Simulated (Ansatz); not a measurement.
CsPbI3 (cubic perovskite), scan of one atom of the cell

Starting cell, CsPbI3 (cubic perovskite):

```xyz
5
Lattice="6.3905 0.0000 0.0000 0.0000 6.3905 0.0000 0.0000 0.0000 6.3905" Properties=species:S:1:pos:R:3 pbc="T T T"
Cs     0.0000     0.0000     0.0000
Pb     3.1952     3.1952     3.1952
I      0.0000     3.1952     3.1952
I      3.1952     3.1952     0.0000
I      3.1952     0.0000     3.1952
```

In each cell atom 4 (I, nearest neighbour Pb at 3.195 Å; its periodic images, 6.4 Å or more away, move with it) moves by s·(0.577, 0.577, 0.577) (along Cartesian [111]), the rest being held.

Calculation: PBE (plane waves to 420 eV, PAW, scalar-relativistic; Ansatz, a program for electronic structure). k mesh 4×4×4 (Γ-centred), Fermi-Dirac smearing 0.05 eV. Energies are smeared free energies. Compression counts positive. F∥ is the force on the atom along that direction. F⊥ is the part of the force across the line. On this mesh the relaxed cell isn't quite at rest: it carries a pressure of 0.1 GPa (compression positive) at the zero of the scan. CsPbI3 was relaxed with its symmetry unable to fall. Spin-orbit coupling is left out, though I and Pb are heavy. This is a high-temperature form of CsPbI3. ΔE is measured from the undisplaced structure.

| s (Å) | ΔE (eV/cell) | |F⊥| (eV/Å) | P (GPa) | F∥ (eV/Å) |
|---|---|---|---|---|
| -0.320 | 0.0312 | 0.267 | 0.28 | 0.225 |
| -0.256 | 0.0188 | 0.196 | 0.22 | 0.164 |
| -0.192 | 0.0100 | 0.137 | 0.18 | 0.112 |
| -0.128 | 0.0043 | 0.086 | 0.15 | 0.069 |
| -0.064 | 0.0010 | 0.041 | 0.13 | 0.033 |
| 0.000 | 0.0000 | 0.000 | 0.12 | 0.000 |
| 0.064 | 0.0010 | 0.041 | 0.13 | -0.033 |
| 0.128 | 0.0043 | 0.086 | 0.15 | -0.069 |
| 0.192 | 0.0100 | 0.137 | 0.18 | -0.112 |
| 0.256 | 0.0188 | 0.196 | 0.22 | -0.164 |
| 0.320 | 0.0312 | 0.267 | 0.28 | -0.225 |

Summary:

```
Quantity                                                                                                                                               Result
--------------------------------------------------------  ---------------------------------------------------------------------------------------------------
Energy at s = 0.320 Å                                                                                                                           31.2 meV/cell
Force along the line at s = -0.320 Å                                                                                                               0.225 eV/Å
Symmetry of the curve                                                                                                           even: the same for both signs
Shape of the curve                                                                             a single well with its minimum at or next to zero displacement
Force constant k = d²E/ds² at s = 0 (finite differences)                                                                                           0.50 eV/Å²
Harmonic estimate at the end of the scan                  ½ks² = 25.8 meV/cell against the computed 31.2 meV/cell, so the well is stiffer than harmonic there
```

The 11 points together took about 4 core-minutes (a rough figure).

(A displaced cell: forces are minus the slopes of the energy, force constants its curvatures, and phonons follow from these.)
